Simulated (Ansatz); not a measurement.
The system is MnSb.

```
Sb Mn
1.0
     4.15000    0.00000    0.00000
    -2.07500    3.59401    0.00000
     0.00000    0.00000    5.78000
Sb Mn
2 2
Direct
  0.66667 0.33333 0.75000
  0.33333 0.66667 0.25000
  0.00000 0.00000 0.50000
  0.00000 0.00000 0.00000
```

Program: Ansatz 0.2.0. Alike in all runs: potentials or basis all-electron LAPW, scalar-relativistic; spin collinear, ferromagnetic start; cell as given; k mesh 7 × 7 × 5; smearing fermi-dirac 0.05 eV.

Q: Order these runs on this cell by their pressure, lowest first.
A. level LDA; cutoff (eV) 223; basis error allowed 0.002 eV/atom
B. level PBE; cutoff (eV) 222; basis error allowed 0.002 eV/atom
C. level PBEsol; cutoff (eV) 241; basis error allowed 0.001 eV/atom

A: A (-10.6 GPa), C (-7.1 GPa), B (-3.2 GPa).

Caveats: only a ferromagnetic start was run, and an antiferromagnetic order may lie lower in energy.

Not every run made on this cell is shown here.
